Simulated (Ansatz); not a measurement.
Crystal: SrVO3.

```
CELL_PARAMETERS angstrom
3.84090 0.00000 0.00000
0.00000 3.84090 0.00000
0.00000 0.00000 3.84090
ATOMIC_POSITIONS crystal
Sr 0.50000 0.50000 0.50000
V 0.00000 0.00000 0.00000
O 0.00000 0.00000 0.50000
O 0.00000 0.50000 0.00000
O 0.50000 0.00000 0.00000
```

Base run:

* Program: Ansatz 0.2.0
* Functional: PBE
* Potentials or basis: PseudoDojo standard (PBE files)
* Cutoff: 1143 eV
* Density cutoff: 4572 eV
* k mesh: 7 × 7 × 7
* Occupations: fermi-dirac, width 0.05 eV
* Spin: collinear spin, ferromagnetic start
* Starting moments: [0.0, 2.0, 0.0, 0.0, 0.0] μB

Its results: band gap on the k mesh none (metal or under the smearing width); pressure 1.8 GPa; net moment 0.00 μB per cell.

Task: The run is repeated on the same cell with these changes: potentials or basis from PseudoDojo standard (PBE files) to Ansatz PAW; cutoff from 1143 eV to 420 eV (not typed: the program's choice for these potentials). What comes out?

Result: Band gap on the k mesh none (metal or under the smearing width); pressure 2.4 GPa; net moment 0.00 μB per cell.

Caveats: semilocal functionals often make such compounds metallic where correlation or magnetic order opens a gap, which also shifts bond lengths; the starting moments weren't kept.
